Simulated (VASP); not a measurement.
A run of VASP 6.6.1 is set up as follows.

File INCAR:

```
ALGO = Normal
EDIFF = 1E-7
ENCUT = 520
GGA = PE
ISIF = 2
ISMEAR = -1
LASPH = True
LCHARG = False
LREAL = False
LWAVE = False
NBANDS = 12
NELM = 60
PREC = Accurate
SIGMA = 0.05
```

KPOINTS

```
k-points
0
Gamma
  10 10 10
```

The input POSCAR:

```
Cd
1.0
   -1.7843220000      1.7843220000      1.7843220000
    1.7843220000     -1.7843220000      1.7843220000
    1.7843220000      1.7843220000     -1.7843220000
Cd
1
Direct
    0.0000000000      0.0000000000      0.0000000000
```

Potentials or basis: VASP PAW PBE potentials, release 64 (Cd).

Run with:

```bash
$ cat potpaw_PBE.64/Cd/POTCAR > POTCAR
$ mpirun -np 1 vasp_std > vasp.out
```

(1) What does it give for the band gap on the k mesh?

(2) Estimate the pressure.

## Answers

(1) none (metal or under the smearing width).

(2) 1.4 GPa.
